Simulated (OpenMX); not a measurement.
Runs of OpenMX 3.8.5 on Nb. Symmetry: Im-3m, No. 229, cubic system. The conventional cell has a = 3.328 Å, b = 3.328 Å, c = 3.328 Å, α = 90.00°, β = 90.00°, γ = 90.00°. Around Nb (site symmetry m-3m) lie 8 Nb at 2.88 Å. 

```csv
task,level,potentials or basis,spin,max SCF cycles,"grid points, held for all volumes",pressure (GPa),V0 of scaled cells (Å³/atom),B0 (GPa)
band structure,LDA,"OpenMX 2013 LDA set, Nb7.0-s3p2d2, grid cutoff 400 Ry",off,100,-,-9.5,-,-
equation of state,PBE,"OpenMX 2013 PBE set, Nb7.0-s3p2d1, fixed grid of 28 × 28 × 28 points",off,-,28 × 28 × 28,-,18.37,189
equation of state,PBE,"OpenMX 2013 PBE set, Nb7.0-s3p2d2, fixed grid of 27 × 27 × 27 points",off,-,27 × 27 × 27,-,(c),(a)
equation of state,LDA,"OpenMX 2013 LDA set, Nb7.0-s3p2d2, fixed grid of 28 × 28 × 28 points",off,-,28 × 28 × 28,-,17.51,204
electrostatic potential,LDA-PW92,"OpenMX 2013 LDA set, Nb7.0-s3p2d2, grid cutoff 400 Ry","collinear, random start",100,-,(b),-,-
```

Alike in all rows: cell as given; k mesh 11 × 11 × 11; smearing fermi-dirac 0.05 eV.

**Question.** Estimate the missing entries.

**Answer.** (a) 182; (b) -9.7; (c) 18.45.

Caveats: the basis of atomic orbitals isn't converged, which shifts pressures, moduli and gaps; volumes in these bases differ from converged ones by about 1 %, for some elements by several (some runs).

Not every run made on this cell is shown here.
